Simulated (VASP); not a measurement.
Here is a VASP 6.6.1 calculation.

The input INCAR:

```
SYSTEM = Au
ALGO = Fast ; BPARAM = 20.0
CPARAM = 0.0093 ; EDIFF = 1E-6
EDIFFG = -0.01 ; ENCUT = 600
GGA = PS ; IBRION = 2
ISIF = 3 ; ISMEAR = -1
IVDW_NL = 2 ; LASPH = .True.
LCHARG = .False. ; LREAL = .False.
LUSE_VDW = .True. ; LWAVE = .False.
NELM = 80 ; NSW = 40
PREC = Accurate ; SIGMA = 0.05
```

Contents of KPOINTS:

```
k-points
0
Gamma
  11 11 11
  0 0 0
```

File POSCAR:

```
Au
1.0
    0.0000000000      2.0350000000      2.0350000000
    2.0350000000      0.0000000000      2.0350000000
    2.0350000000      2.0350000000      0.0000000000
Au
1
Direct
    0.0000000000      0.0000000000      0.0000000000
```

Potentials or basis: VASP PAW PBE potentials, release 64 (Au).

Launch:

```sh
$ cat potpaw_PBE.64/Au/POTCAR > POTCAR
$ mpirun -np 1 vasp_std > vasp.out
```

What does it give for the band gap on the k mesh?

None (metal or under the smearing width).

Estimate the space group after relaxing (to 0.05 Å).

Fm-3m (No. 225).

Estimate the relaxed cell.

a = 2.881 Å, b = 2.881 Å, c = 2.881 Å, α = 60.00°, β = 60.00°, γ = 60.00°.

Final structure:
```xyz
1
Lattice="0.0000 2.0371 2.0371 2.0371 0.0000 2.0371 2.0371 2.0371 0.0000" Properties=species:S:1:pos:R:3 pbc="T T T"
Au    0.0000    0.0000    0.0000
```

 Zero-point motion and thermal expansion aren't in these numbers.
